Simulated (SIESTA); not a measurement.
**Nb in SIESTA: the effect of strain zz**

Crystal: Nb.

```
Nb
1.0
    -1.66395    1.66395    1.59739
     1.66395   -1.66395    1.59739
     1.66395    1.66395   -1.59739
Nb
1
Direct
  0.00000 0.00000 0.00000
```

The cell isn't the ideal one: cell strained along z.

Alike in all runs:

* Program: SIESTA 5.4.2
* Task: single point
* Functional: PBE
* Potentials or basis: PseudoDojo 0.4 standard (PBE files)
* Basis: DZP (energy shift 0.003 Ry; two zetas on semicore shells)
* Grid cutoff: 800 Ry
* Energy shift: 0.003 Ry
* k mesh: 11 × 11 × 11
* Occupations: fermi-dirac, width 0.05 eV
* Spin: no spin polarisation

| strain zz | pressure (GPa) |
| --- | --- |
| -0.04 | 7.0 |
| -0.02 | 2.9 |
| -0.01 | ? |
| 0 | -0.7 |
| 0.01 | -2.4 |
| 0.02 | -4.0 |
| 0.04 | -6.9 |

**Question.** What does the run with strain zz -0.01 give?

**Answer.** Pressure 1.0 GPa.

Worked out: A parabola through the other rows of the pressure, of slope -183 GPa per unit of strain zz there, gives 1.1 GPa, against the run's 1.0.

Caveats: the basis of atomic orbitals isn't converged, which shifts pressures, moduli and gaps.
